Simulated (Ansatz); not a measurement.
Relaxed LaAlO3 (cubic perovskite):

```yaml
crystal:
  lattice:
    - [3.81241, 0.00000, 0.00000]
    - [0.00000, 3.81241, 0.00000]
    - [0.00000, 0.00000, 3.81241]
  atoms:
    - { symbol: La, position: [0.00000, 0.00000, 0.00000] }
    - { symbol: Al, position: [0.50000, 0.50000, 0.50000] }
    - { symbol: O, position: [0.00000, 0.50000, 0.50000] }
    - { symbol: O, position: [0.50000, 0.50000, 0.00000] }
    - { symbol: O, position: [0.50000, 0.00000, 0.50000] }
```

In this cell atom 3 (O, nearest neighbour Al at 1.906 Å; its periodic images, 3.8 Å or more away, move with it) is moved by u·(1.000, 0.000, 0.000) + v·(0.000, 0.000, 1.000); the rest is frozen.

Calculation: PBE (plane waves to 420 eV, PAW, scalar-relativistic; Ansatz, an electronic-structure program). k mesh 7×7×7 (Γ-centred), Fermi-Dirac smearing 0.05 eV. Fu and Fv are the components of the force on the atom. LaAlO3 is run without spin polarisation. LaAlO3 was relaxed with its symmetry unable to fall. This is a high-temperature form of LaAlO3. 

Task: Estimate the Fv (eV/Å) for all points of the grid u = -0.480, -0.320, -0.160, 0.000, 0.160, 0.320, 0.480 by v = -0.480, -0.320, -0.160, 0.000, 0.160, 0.320, 0.480.

Result: Fv (eV/Å), with u across and v down:

| v \ u | -0.480 | -0.320 | -0.160 | 0.000 | 0.160 | 0.320 | 0.480 |
|---|---|---|---|---|---|---|---|
| -0.480 | 0.66 | 2.42 | 2.99 | 3.12 | 2.99 | 2.42 | 0.66 |
| -0.320 | -0.46 | 1.20 | 1.75 | 1.87 | 1.75 | 1.20 | -0.46 |
| -0.160 | -0.56 | 0.45 | 0.79 | 0.86 | 0.79 | 0.45 | -0.56 |
| 0.000 | 0.00 | 0.00 | 0.00 | 0.00 | 0.00 | 0.00 | 0.00 |
| 0.160 | 0.56 | -0.45 | -0.79 | -0.86 | -0.79 | -0.45 | 0.56 |
| 0.320 | 0.46 | -1.20 | -1.75 | -1.87 | -1.75 | -1.20 | 0.46 |
| 0.480 | -0.66 | -2.42 | -2.99 | -3.12 | -2.99 | -2.42 | -0.66 |

(For displaced atoms, the force is minus the slope of the energy, and its curvature is a force constant, which sets phonon frequencies.)
